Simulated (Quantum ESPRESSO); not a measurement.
## Ge under changes of volume

One of the cells (18.524 Å³/atom); the others are scaled copies at fixed shape and fractional positions:

```
CELL_PARAMETERS angstrom
-2.57449 2.57449 1.39741
2.57449 -2.57449 1.39741
2.57449 2.57449 -1.39741
ATOMIC_POSITIONS crystal
Ge 0.50000 0.50000 0.00000
Ge 0.25000 0.75000 0.50000
```

This isn't the form of Ge at room conditions, which is diamond.

* Program: Quantum ESPRESSO 7.5
* Functional: PBEsol
* Potentials or basis: PseudoDojo 0.4.1 SR PBEsol standard
* Cutoff: 1061 eV
* Density cutoff: 4245 eV
* k mesh: 11 × 11 × 11
* Occupations: fermi-dirac, width 0.05 eV
* Spin: no spin polarisation

| volume (Å³/atom) | energy over the lowest point (meV/atom) | pressure (GPa) |
| --- | --- | --- |
| 17.413 | 13.71 | 4.8 |
| 17.783 | 4.96 | 2.8 |
| 18.154 | 0.54 | 1.0 |
| 18.524 | 0.00 | -0.6 |
| 18.895 | 2.96 | -2.0 |
| 19.265 | ? | ? |
| 19.636 | 18.08 | -4.5 |

Task: What does the run at 19.265 Å³/atom give?

Result: Energy over the lowest point 9.08 meV/atom; pressure -3.3 GPa.

Worked out: A Birch-Murnaghan fit of order 3 (a polynomial in V^(-2/3)) to the other rows has its minimum at 18.39 Å³/atom with B0 = V·E''(V) = 78 GPa and B' = 4.2 at fixed shape and positions, which overstates the stiffness. It gives 9.09 meV/atom at 19.265 Å³/atom, against the run's 9.08, and -dE/dV = -3.3 GPa, against -3.3.

Energies are extrapolated to zero smearing.
